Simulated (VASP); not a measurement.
Write the native input for VASP 6.6.1 that does the following.

| Quantity | Value |
| --- | --- |
| Task | single point |
| Functional | LDA |
| Potentials or basis | VASP PAW LDA potentials, release 64 (Na_pv, H) |
| Cutoff | 520 eV |
| k mesh | 8 × 8 × 8 |
| Occupations | gaussian, width 0.02 eV |
| Spin | no spin polarisation |
| Dipole correction | no |
| Further INCAR settings | ALGO = Normal; EDIFF = 1e-06; NBANDS = 11 |

The structure of NaH lies in POSCAR:

```
NaH
1.0
    0.0000000000      2.3455508844      2.3455508844
    2.3455508844      0.0000000000      2.3455508844
    2.3455508844      2.3455508844      0.0000000000
Na H
1 1
Direct
    0.0000000000      0.0000000000      0.0000000000
    0.5000000000      0.5000000000      0.5000000000
```

The input as run:

INCAR

```
SYSTEM = NaH
ALGO = Normal
EDIFF = 1E-6
ENCUT = 520
GGA = CA
ISIF = 2
ISMEAR = 0
LASPH = .TRUE.
LCHARG = .FALSE.
LREAL = .FALSE.
LWAVE = .FALSE.
NBANDS = 11
NELM = 100
PREC = Accurate
SIGMA = 0.02
```

KPOINTS

```
k-points
0
G
  8 8 8
  0 0 0
```

Potentials or basis: VASP PAW LDA potentials, release 64 (Na_pv, H).

Run with:

```bash
$ cat potpaw_LDA.64/Na_pv/POTCAR potpaw_LDA.64/H/POTCAR > POTCAR
$ mpirun -np 1 vasp_std > vasp.out
```

Results of the run:

```yaml
Pressure: -0.1 GPa
Band_gap_on_the_k_mesh: 3.54 eV, indirect (least direct gap 4.50 eV)
```

Wall time 4 s on 1 thread of Intel(R) Xeon(R) 6975P-C (Granite Rapids), on a shared host, peak memory 0.13 GiB.
